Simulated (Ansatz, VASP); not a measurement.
Two plane-wave programs on Sc

INCAR

```
SYSTEM = Sc
  ALGO = Normal
  EDIFF = 1E-7
  ENCUT = 520
  ISIF = 2
  ISMEAR = -1
  LASPH = .True.
  LCHARG = .False.
  LMIXTAU = .True.
  LREAL = .False.
  LWAVE = .False.
  METAGGA = R2SCAN
  NBANDS = 12
  NELM = 80
  PREC = Accurate
  SIGMA = 0.1
```

File KPOINTS:

```
k-points
0
Gamma
  13 13 13
  0 0 0
```

File POSCAR:

```
Sc
1.0
    0.0000000000      2.1343670000      2.1343670000
    2.1343670000      0.0000000000      2.1343670000
    2.1343670000      2.1343670000      0.0000000000
Sc
1
Direct
    0.0000000000      0.0000000000      0.0000000000
```

Input for Ansatz:

```yaml
crystal:
  lattice:
    - [0.0, 2.134367, 2.134367]
    - [2.134367, 0.0, 2.134367]
    - [2.134367, 2.134367, 0.0]
  atoms:
    - { symbol: Sc, position: [0.0, 0.0, 0.0] }
  symmetry: { tolerance: 0.0003 }
kpoints:
  mp_grid: { grid: [13, 13, 13], shift: [0, 0, 0] }
  band_path:
    path:
      - [0.0, 0.0, 0.0]
      - [0.5, 0.0, 0.5]
      - [0.625, 0.25, 0.625]
      - [0.375, 0.375, 0.75]
      - [0.0, 0.0, 0.0]
      - [0.5, 0.5, 0.5]
      - [0.5, 0.25, 0.75]
      - [0.5, 0.0, 0.5]
    npoints: 8
magnetization:
  spin_polarized: false
scf:
  occupations: { method: fermi_dirac }
  lower_state_search: "off"
  max_iter: 200
hamiltonian:
  pseudopotentials: { kind: paw }
  xc: r2scan
basis:
  ecutwfc: 500
  fft_grid_basis: typed
output:
  forces: true
  stress: true
  eigenvalues: true
  bader: true
  populations: true
  elf: true
  write_potential: true
  volumetric_format: npy
  dos:
    e_range: [-12, 8]
    de: 0.05
    projected: { site_lists: { Sc: [Sc] } }
checkpoint:
  read: saved_state
```

The cell was built by a generator and needn't be a form met in nature.

Alike in both runs: task single point; functional r2SCAN; k mesh 13 × 13 × 13; no spin polarisation.

```csv
,VASP,Ansatz
version,VASP 6.6.1,Ansatz 0.2.0
potentials or method,"VASP PAW PBE potentials, release 64 (Sc_sv)",PAW plane waves
plane-wave cutoff (eV),520,500
occupations,"fermi-dirac, width 0.1 eV",fermi-dirac
valence electrons in the cell,11,11
```

|  | VASP | Ansatz | Ansatz less VASP |
| --- | --- | --- | --- |
| pressure (GPa) | 19.6 | 19.3 | -0.35 |

Caveats: so large a pressure means that the cell lies far from this level's equilibrium, or that cutoff or potentials fall short (VASP); the potentials were made for another functional, which shifts forces and pressure (VASP).
